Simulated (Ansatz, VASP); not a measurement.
## Zr in VASP and in Ansatz

```
Zr
1.0
    -1.78744    1.78744    1.78744
     1.78744   -1.78744    1.78744
     1.78744    1.78744   -1.78744
Zr
1
Direct
  0.00000 0.00000 0.00000
```

Alike in both runs: task electric field gradients; functional r2SCAN; k mesh 16 × 16 × 16; occupations fermi-dirac, width 0.05 eV; no spin polarisation.

|  | VASP | Ansatz |
| --- | --- | --- |
| version | VASP 6.6.1 | Ansatz 0.2.0 |
| potentials or method | VASP PAW PBE potentials, release 64 (Zr_sv) | PAW with Ansatz's default frozen-core files, scalar-relativistic |
| plane-wave cutoff (eV) | 520 | 500 |
| valence electrons in the cell | 12 | 12 |

Ansatz gave:

- pressure (GPa): 0.5
- Vzz of the field gradient on the site that differs most (V/Å²): 0.0

Q: Which values does VASP return?

A: Pressure (GPa): 0.6; Vzz of the field gradient on the site that differs most (V/Å²): 0.0.

With one functional, cell and mesh, what is left measures potentials, basis and numerics. Ansatz warned: «gradients_without_spin_orbit».

Caveats: the PAW data sets were made with another functional, which shifts forces and pressure a little (VASP).
